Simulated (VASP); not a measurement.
ZnCu, 2 atoms in the cell. It takes space group Pm-3m (No. 221, cubic). Conventional cell: a = 2.945 Å, b = 2.945 Å, c = 2.945 Å, α = 90.00°, β = 90.00°, γ = 90.00°. Zn (site symmetry m-3m) has 8 Cu at 2.55 Å as nearest neighbours. Cu (site symmetry m-3m) has 8 Zn at 2.55 Å as nearest neighbours. 

```yaml
Program: VASP 6.6.1
Task: single point
Functional: PBEsol
Potentials_or_basis: VASP PAW PBE potentials, release 64 (Zn, Cu)
Cutoff: 520 eV
k_mesh: 6 × 6 × 6
Occupations: gaussian, width 0.1 eV
Spin: no spin polarisation
Dipole_correction: no
Further_INCAR_settings: ALGO = Normal; EDIFF = 1e-06; NBANDS = 18
```

Potentials or basis: VASP PAW PBE potentials, release 64 (Zn, Cu).

Command:

```sh
$ cat potpaw_PBE.64/Zn/POTCAR potpaw_PBE.64/Cu/POTCAR > POTCAR
$ mpirun -np 1 vasp_std > vasp.out
```

Hardware: 1 thread of Intel(R) Xeon(R) Platinum 8488C (Sapphire Rapids), with other jobs on the host.

Question: How long does it take, and how much memory?

Answer: Run time: 5.1 s on 1 thread of Intel(R) Xeon(R) Platinum 8488C (Sapphire Rapids), on a shared host, peak memory 0.13 GiB. Counts: scf iterations 13, k points 20.
